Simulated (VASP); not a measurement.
# Settings for Au: self-consistent run

Au, P6_3/mmc (no. 194), 2 atoms in the cell. PBEsol; PAW potentials Au (PBE set). VASP 6.6.1.

Wanted: energy within 0.2 meV/atom; Fermi level within 0.005 eV.

What the run is for: comparing ways to start; Accuracy asked: tight.

POSCAR:
```
Au
1.0
    2.9000000000      0.0000000000      0.0000000000
   -1.4500000000      2.5114736710      0.0000000000
    0.0000000000      0.0000000000      4.8800000000
Au
2
Direct
    0.6666666667      0.3333333333      0.2500000000
    0.3333333333      0.6666666667      0.7500000000
```

## How the run starts (with a second run first, the time holds both)

| How the run starts (with a second run first, the time holds both) | Energy less reference (meV/atom) | Fermi level (eV) | Time (s) |
|---|---|---|---|
| from scratch: 11 SCF iterations | 0.00 | 8.4221 | 13 |
| density of a coarse mesh (ICHARG 1): 12 + 9 SCF iterations | 0.00 | 8.4222 | 16 |
| orbitals of a lower cutoff (ISTART 1): 11 + 6 SCF iterations | 0.00 | 8.4221 | 19 |
| orbitals of a loose run: 9 + 2 SCF iterations | 0.00 | 8.4220 | 15 |

## Question

For each series: keep the first row unless others stay within the tolerance and take at least 30 % less time, and then take the fastest.

## Answer

- How the run starts (with a second run first, the time holds both): from scratch: 11 SCF iterations

The chosen settings are those of the reference run.

## The input

INCAR:
```
SYSTEM = Au
GGA = PS
ISMEAR = 1
SIGMA = 0.1
LWAVE = .FALSE.
LCHARG = .FALSE.
ISIF = 2
PREC = Accurate
LASPH = .TRUE.
LREAL = .FALSE.
ALGO = Normal
EDIFF = 1E-6
NELM = 120
GGA_COMPAT = .FALSE.
ENCUT = 400
```

KPOINTS:
```
k-points
0
Gamma
  13 13 7
```

Commands:
```
cat potpaw_PBE.64/Au/POTCAR > POTCAR
mpirun -np 1 vasp_std > vasp.out
```

The chosen input took VASP 6.6.1 13 s on 1 core (Intel Xeon Platinum 8488C (Sapphire Rapids)), a shared host.

## An input that fails: restart asked without its files

VASP's message: ERROR: charge density could not be read from file CHGCAR for ICHARG>10.

Changes against the starting input:
```
- NELM = 120
+ NELM = 60
+ ICHARG = 11
```
